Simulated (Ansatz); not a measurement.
# Ag: energy change per atom and pressure as volume scale varies

All results are calculated (Ansatz 0.2.0). Plane-wave DFT, scalar-relativistic PAW made under PBE with cores redone for the functional, no dispersion; the given relaxed cell is scaled uniformly, energy at zero smearing counts from the unscaled cell, pressure at the given Fermi-Dirac smearing is positive in compression.

The cell before it is scaled or strained (space group P6/mmm, No. 191):
```
CELL_PARAMETERS angstrom
4.79870 0.00000 0.00000
-2.39930 4.15580 0.00000
0.00000 0.00000 2.87680
ATOMIC_POSITIONS crystal
Ag 0.00000 0.00000 0.00000
Ag 0.33333 0.66667 0.50000
Ag 0.66667 0.33333 0.50000
```

Settings of every row: spin polarised no; functional RPBE; wave cutoff 420 eV; smearing width 0.1 eV; k mesh 9x9x12.

Atom starting moment: 0 on all atoms.

Limits: the cell comes from a prototype or a list of computed structures and needn't be the stable phase.

| row | volume scale | V (Å³/atom) | energy change per atom (meV) | pressure (GPa) |
| --- | --- | --- | --- | --- |
| 1 | 0.88 | 16.829 | 79.08 | 12.92 |
| 2 | 0.92 | 17.594 | ? | ? |
| 3 | 0.96 | 18.359 | 6.95 | 3.18 |
| 4 | 1.04 | 19.888 | 6.4 | -2.46 |
| 5 | 1.08 | 20.653 | 22.91 | -4.29 |
| 6 | 1.12 | 21.418 | 47.01 | -5.66 |

Question: what energy change per atom and pressure should row 2 give?

Worked fit of energy change per atom. Take u = (V_r/V)^(2/3) − 1 with V_r = 19.888 Å³ an atom, which is twice the finite (Eulerian) strain; such expansions in the strain, on which the Birch-Murnaghan equation of state is built, carry the rest volume and the bulk modulus. The shown rows have u = 0.11778, 0.05478, 0, -0.02485, -0.04821. Least squares give energy change per atom = 5.424 − 444.993 × u + 9059.37 × u² meV; a straight line predicts inner rows, each left out in turn, worse (root mean square 30 against 2.1 meV). The rows lie off it by 0.39, -1.28, 0.98, 0.83, -0.92 (root mean square 0.93 meV). The withheld row has u = 0.08514, so the fit gives 5.424 − 444.993 × (0.08514) + 9059.37 × (0.08514)² = 33.21 meV.

The calculation gave 31.47 meV. The fit lies 1.74 meV (5.5 % of the value, 2.4 % of the column's range) above it; its largest miss of a shown row is 1.28 meV.

Worked fit of pressure. Take u = (V_r/V)^(2/3) − 1 with V_r = 19.888 Å³ an atom, which is twice the finite (Eulerian) strain; such expansions in the strain, on which the Birch-Murnaghan equation of state is built, carry the rest volume and the bulk modulus. The shown rows have u = 0.11778, 0.05478, 0, -0.02485, -0.04821. Least squares give pressure = −2.519 + 83.394 × u + 403.17 × u² GPa; a straight line predicts inner rows, each left out in turn, worse (root mean square 1.4 against 0.13 GPa). The rows lie off it by 0.02, -0.08, 0.06, 0.05, -0.06 (root mean square 0.057 GPa). The withheld row has u = 0.08514, so the fit gives −2.519 + 83.394 × (0.08514) + 403.17 × (0.08514)² = 7.50 GPa.

The calculation gave 7.38 GPa. The fit lies 0.12 GPa (1.6 % of the value, 0.65 % of the column's range) above it; its largest miss of a shown row is 0.08 GPa.
